## How stiff is nickel, and who decides?

The bulk modulus is the pressure needed per unit of relative volume decrease: a metal of 200 GPa loses about 1% of its volume under 2 GPa. In a calculation it comes from the curvature of the energy as the crystal is squeezed and stretched. The modulus is taken at the rest volume, where the energy is lowest and the pressure is zero.

Kohn-Sham DFT calculations of fcc nickel (one-atom cell) in several programs, with collinear spin, no spin-orbit coupling and Fermi-Dirac smearing of 0.05 eV. Each bulk modulus comes from an equation-of-state fit and is taken at the fitted rest volume. The last column refers to a measured bulk modulus of 180 GPa (arXiv:cond-mat/0202277).

| program | functional | how the value is got | potentials or basis | wave cutoff (eV) | k-mesh | computed bulk modulus (GPa) | computed over measured, less one (%) |
| --- | --- | --- | --- | --- | --- | --- | --- |
| ABACUS 3.10.1 (1) | BP86 | fit, rest volume 10.94 Å³/atom | SG15 ONCV 1.2 PBE | 1333 | 10x10x10 | 194.2 | 7.9 |
| ABINIT 10.8.3 | PBE | fit, rest volume 10.95 Å³/atom | JTH PAW PBE v2.0 | 1116 | 13x13x13 | 196.9 | 9.4 |
| JDFTx 1.7.0 (patched build) (1) | PBE | fit, rest volume 10.90 Å³/atom | PseudoDojo SR PBE 0.5 standard | 1333 | 13x13x13 | 198.7 | 10.4 |
| ABACUS 3.10.1 (2) | PBE | fit, rest volume 10.90 Å³/atom | PseudoDojo NC SR 0.4.1 PBE standard | 1333 | 13x13x13 | 199.2 | 10.7 |
| FLEUR MaX-R8.1 (later development tree) (1) | PBE | fit, rest volume 10.86 Å³/atom | all electron | n/a | 13x13x13 | 200.3 | 11.3 |
| Quantum ESPRESSO 7.5 | PBE | fit, rest volume 10.88 Å³/atom | SSSP 1.3 efficiency PBE | 748 | 13x13x13 | 200.8 | 11.6 |
| GPAW 26.7.0 | PBE | fit, rest volume 10.99 Å³/atom | GPAW PAW data sets (gpaw data 1.2.1) | 600 | 13x13x13 | 206.2 | 14.6 |
| FLEUR MaX-R8.1 (later development tree) (2) | r2SCAN | fit, rest volume 10.50 Å³/atom | all electron | n/a | 13x13x13 | 210.9 | 17.2 |
| FLEUR MaX-R8.1 (later development tree) (3) | PBEsol | fit, rest volume 10.38 Å³/atom | all electron | n/a | 13x13x13 | 231.7 | 28.7 |
| SIESTA 5.4.2 | PBE | fit, rest volume 10.83 Å³/atom | PseudoDojo 0.4 standard NC | n/a | 13x13x13 | 232.6 | 29.2 |
| JDFTx 1.7.0 (patched build) (2) | LDA | fit, rest volume 10.03 Å³/atom | PseudoDojo SR LDA 0.4.1 standard | 1333 | 13x13x13 | 255.3 | 41.8 |

**1. Which matters more here, the program or the functional?**

The functional does, as long as the fit is sound. Five PBE rows, from ABINIT, JDFTx, ABACUS, FLEUR and Quantum ESPRESSO, lie within 4 GPa of one another, although they use different potentials or none at all. Changing from PBE to LDA inside JDFTx raises the modulus by 57 GPa. Within FLEUR, PBEsol lies 31 GPa above PBE, and r2SCAN about 11 GPa. The r2SCAN step is the exception: it is hardly larger than the distance between ABINIT and GPAW, which both use PBE, and FLEUR's PBE run used a smaller basis than its other two, with energies that scatter around their fit. SIESTA aside, only the LDA and PBEsol steps stand clearly above the differences between programs.

**2. Which digits can be trusted?**

For PBE, "about 200 GPa" is a fair reading. The order of the five close rows carries no meaning, and still less do their decimals. GPAW lies 7 GPa above their mean with a smooth fit; its data set is a likelier cause than its lower wave cutoff, although neither was varied. Its computed pressures agree closely with the slope of its energies, which too low a cutoff would normally prevent. ABINIT does less well on this check: its pressures lie below the slope of its energies, by about half a GPa at the supplied cell. Its modulus is fitted to the energies, so this offset does not enter it directly.

The BP86 row comes closest to the measured value, yet that is no recommendation of BP86. It also has a coarser k-mesh and potentials made for PBE, and its curve was drawn through only four volumes. Its small distance from the PBE rows therefore can't be assigned to the functional.

**3. Why is SIESTA so far from the other PBE rows?**

Most of the distance probably comes from unevenness in SIESTA's energies, which upsets the fit. A modulus is a curvature, and small irregularities in the energies change a curvature much more than they change the energies themselves. SIESTA's modulus is 17% above that of the ABACUS PBE row, but its pressure falls only 3% more over the same range of volumes. Averaged over this range, the two programs thus describe metals of similar stiffness. But SIESTA's fitted curve stiffens far less under compression than that of ABACUS. With a similar average, this puts its modulus too high at rest, which lies towards the wide end of the range. The value of 233 GPa should therefore not be used as a PBE result. A smoother fit alone might not make the modulus reliable, because the atomic level from which the basis over the semicore shell was made is off by 0.048 Ha, about 1.3 eV. The data makers also warn of short bases over semicore shells, but from tests on other systems, and how far the basis shifts nickel's modulus was not tested here. FLEUR's PBE energies also scatter, more than half as much as SIESTA's, so the place of that row in the close group may owe something to luck.

**4. Why does LDA give the stiffest nickel?**

LDA lets the crystal settle at a smaller volume, and a metal becomes stiffer as it is compressed. The closer the atoms are, the more steeply their repulsion rises, so each further step inward costs more pressure. LDA's modulus is taken at 10.03 Å³ per atom, that of PBE in the same program at 10.90. The comparison is therefore between two fcc crystals of different density.

Comparing both functionals at one volume removes this difference. At 10.49 Å³ per atom, the curvature of the JDFTx energies gives 240 GPa for PBE and 205 GPa for LDA. The order has reversed: at equal packing, LDA nickel is the softer one. Its high modulus in the table is the result of its short rest volume, which more than makes up for the softer curve.

Rest volume does not order the whole table, though. GPAW's PBE crystal is the widest of all, yet it is stiffer than the five close PBE rows. And r2SCAN settles near PBEsol's volume but is 21 GPa softer.

**5. What pushes the PBE crystal apart?**

PBE contains a correction for how rapidly the electron density varies from place to place; LDA has none. This correction favours uneven density. Well-separated atoms have more uneven density than closely packed ones, so the correction acts as an outward pressure. That is the accepted theoretical explanation; the energies show the pressure itself, but not its origin.

The size of the effect can be estimated in one line. A small extra pressure ΔP changes the volume V by the fraction ΔV/V ≈ ΔP/B, where B is the bulk modulus. At 10.49 Å³ per atom, the PBE pressure exceeds the LDA pressure by 18.55 GPa, and the mean of the two moduli there is about 222 GPa. The division gives a shift of about 8.3%.

The two fitted rest volumes differ by 8.2% of the same reference volume. Estimate and fit use the same energies, so their agreement is a check of the reasoning and no independent test of either functional. It does show that a pressure difference and a stiffness are enough to account for the change in volume. The printed output below gives the pressure, the moduli at the common volume and this estimate.

**6. What would change if the modulus were read at the supplied cell instead of at rest?**

The supplied cell has 10.49 Å³ per atom, smaller than the PBE rest volume. In JDFTx, the PBE modulus would rise from 199 to 240 GPa, a third above the measured value. Nothing about the functional would have changed; the metal would simply be under compression. For r2SCAN the choice hardly matters, because its own rest volume happens to be 10.50 Å³ per atom.

This matters in practice whenever elastic data from different sources are combined. A modulus should be quoted together with the volume at which it was taken. Otherwise a difference in packing can pass for a difference in bonding.

**7. What if nickel were replaced by copper?**

The same reasoning carries over to its neighbour in the periodic table. Copper, too, is known to come out with a smaller volume and a higher modulus in LDA than in PBE. Copper is the softer metal, so an equal outward pressure would move its rest volume further. To predict the change in modulus, one needs this shift, the rate at which the metal stiffens under compression, and the difference between the two functionals at equal volume. In nickel that last part works against the other two, as question 4 showed.

**8. Why is PBE still above experiment?**

The five close PBE rows lie on average 19 GPa above the measured 180 GPa, far more than they differ among themselves. Changing the program will therefore not close the gap. A short rest volume can explain only part of it. The PBE volumes lie within about 1% of the measured one, which is roughly 11 Å³ per atom as recalled. In question 6, a compression of about 4% raised the modulus by 41 GPa, so 1% is worth roughly 10 GPa.

Part of the gap lies in what is being compared. The calculations describe atoms at rest, whereas in a real crystal zero-point motion and heat expand the lattice and soften it. The reference matters as well: 180 GPa is a single reported value, read out of the cited paper by a program, and it could be misread or belong to an imperfect sample. Other measurements, as roughly recalled, lie several GPa higher, which would remove part of the excess. What then remains is shared between atomic motion and the error of PBE, and these static calculations cannot divide it.

The analysis program printed:

```
Moduli at rest and excess over the measured 180 GPa:
                                          row  rest volume in A3 per atom  modulus in GPa  excess in GPa
                            ABACUS 3.10.1 (1)                       10.94           194.2           14.2
                                ABINIT 10.8.3                       10.95           196.9           16.9
              JDFTx 1.7.0 (patched build) (1)                        10.9           198.7           18.7
                            ABACUS 3.10.1 (2)                        10.9           199.2           19.2
  FLEUR MaX-R8.1 (later development tree) (1)                       10.86           200.3           20.3
                         Quantum ESPRESSO 7.5                       10.88           200.8           20.8
                                  GPAW 26.7.0                       10.99           206.2           26.2
  FLEUR MaX-R8.1 (later development tree) (2)                        10.5           210.9           30.9
  FLEUR MaX-R8.1 (later development tree) (3)                       10.38           231.7           51.7
                                 SIESTA 5.4.2                       10.83           232.6           52.6
              JDFTx 1.7.0 (patched build) (2)                       10.03           255.3           75.3
Number of PBE rows in the close group: 5
Spread of the close PBE group in GPa: 3.9
Mean of the close PBE group in GPa: 199.2
Mean excess of that group over measured 180 GPa in GPa: 19.18
GPAW above the mean of that group in GPa: 7.02
SIESTA modulus above ABACUS 2 in percent: 16.77
SIESTA end-to-end pressure drop above ABACUS 2 in percent: 3.32
LDA less PBE in JDFTx at rest in GPa: 56.6
PBEsol less PBE in FLEUR at rest in GPa: 31.4
r2SCAN less PBE in FLEUR at rest in GPa: 10.6
JDFTx PBE modulus at 10.49 A3 per atom in GPa: 239.7
JDFTx LDA modulus at 10.49 A3 per atom in GPa: 205.2
FLEUR PBE modulus at 10.49 A3 per atom (noisy) in GPa: 234.8
FLEUR PBEsol modulus at 10.49 A3 per atom in GPa: 221.4
FLEUR r2SCAN modulus at 10.49 A3 per atom in GPa: 213.8
GPAW PBE modulus at 10.49 A3 per atom in GPa: 257.7
Largest rounding error of the FLEUR moduli at 10.49 in GPa: 1.909
JDFTx PBE pressure less LDA pressure at 10.49 A3 per atom in GPa: 18.55
Estimated PBE less LDA rest volume in percent of 10.49: 8.336
Fitted PBE less LDA rest volume in percent of 10.49: 8.242
```
